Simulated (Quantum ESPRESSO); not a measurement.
## Sr under changes of volume

One of the cells (56.319 Å³/atom); the others are scaled copies at fixed shape and fractional positions:

```
Sr
1.0
     0.00000    3.04235    3.04235
     3.04235    0.00000    3.04235
     3.04235    3.04235    0.00000
Sr
1
Direct
  0.00000 0.00000 0.00000
```

| Property | Result |
| --- | --- |
| Program | Quantum ESPRESSO 7.5 |
| Functional | PBE |
| Potentials or basis | SSSP 1.3 efficiency PBE |
| Cutoff | 748 eV |
| Density cutoff | 5987 eV |
| k mesh | 8 × 8 × 8 |
| Occupations | fermi-dirac, width 0.05 eV |
| Spin | no spin polarisation |

```tsv
volume (Å³/atom)	energy over the lowest point (meV/atom)	pressure (GPa)
52.940	?	?
54.067	0.00	0.1
55.193	0.13	-0.1
56.319	1.88	-0.3
57.446	5.10	-0.5
58.572	9.64	-0.7
59.698	15.39	-0.9
```

Problem. What does the run at 52.940 Å³/atom give?

Solution. Energy over the lowest point 1.65 meV/atom; pressure 0.4 GPa.

Worked out: A Birch-Murnaghan fit of order 3 (a polynomial in V^(-2/3)) to the other rows has its minimum at 54.54 Å³/atom with B0 = V·E''(V) = 11.8 GPa and B' = 3.8. It gives 1.66 meV/atom at 52.940 Å³/atom, against the run's 1.65, and -dE/dV = 0.4 GPa, against 0.4.

Energies are extrapolated to zero smearing.
